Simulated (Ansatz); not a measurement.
The system is MgSe.

```
CELL_PARAMETERS angstrom
0.00000 2.72550 2.72550
2.72550 0.00000 2.72550
2.72550 2.72550 0.00000
ATOMIC_POSITIONS crystal
Se 0.50000 0.50000 0.50000
Mg 0.00000 0.00000 0.00000
```

Base run:

```yaml
Program: Ansatz 0.2.0
Functional: r2SCAN
Potentials_or_basis: Ansatz PAW
Cutoff: 500 eV
Density_cutoff: 2000 eV
k_mesh: 6 × 6 × 6
Occupations: fermi-dirac, width 0.05 eV
Spin: spin-orbit coupling, no magnetisation
```

Its results: band gap on the k mesh 2.36 eV, indirect (least direct gap 3.39 eV); pressure 0.8 GPa.

Task: After a change of settings the same cell gave: band gap on the k mesh 1.52 eV, indirect (least direct gap 2.23 eV); pressure -2.1 GPa. Which change was it?
A. functional from r2SCAN to LDA; cutoff from 500 eV to 420 eV; density cutoff from 2000 eV to 1680 eV
B. functional from r2SCAN to PBEsol; cutoff from 500 eV to 420 eV; density cutoff from 2000 eV to 1680 eV
C. functional from r2SCAN to PBE; cutoff from 500 eV to 420 eV; density cutoff from 2000 eV to 1680 eV

Result: A.

r2SCAN gives the wider gap, since meta-GGAs in the generalised Kohn-Sham scheme recover part of the derivative discontinuity.

Caveats: the PAW data sets come from PBE, with cores solved anew for the run's functional, which leaves a small shift of forces and pressure.

Not every run made on this cell is shown here.
